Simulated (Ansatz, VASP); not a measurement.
LiSe3 in VASP and in Ansatz

```xyz
4
Lattice="3.9722 0.0000 0.0000 0.0000 3.9722 0.0000 0.0000 0.0000 5.4600" Properties=species:S:1:pos:R:3 pbc="T T T"
Li    0.0000    0.0000    0.0000
Se    1.9861    1.9861    1.1636
Se    1.9861    1.9861    4.2964
Se    0.0000    0.0000    2.7300
```

Alike in both runs: functional PBE; k mesh 12 × 12 × 8; occupations gaussian, width 0.1 eV; no spin polarisation.

Ansatz relaxed the structure, and its values are those at the end. VASP's run is a single point on that final structure, the one shown.

|  | VASP | Ansatz |
| --- | --- | --- |
| version | VASP 6.6.1 | Ansatz 0.2.0 |
| potentials or method | VASP PAW PBE potentials, release 64 (Li_sv, Se) | scalar-relativistic, plane waves, PAW |
| plane-wave cutoff (eV) | 520 | 420 |
| valence electrons in the cell | 21 | 51 |

Ansatz gave:

| Property | Result |
| --- | --- |
| gap on the k mesh at the Fermi level (eV) | none |
| rms of the force components (eV/Å) | 0.001 |

Task: Which values does VASP return?

Result: gap on the k mesh at the Fermi level (eV): none; rms of the force components (eV/Å): 0.011.

A gap of «none» marks a metal or a gap that the smearing closes. The two sets of potentials don't hold the same shells in valence.
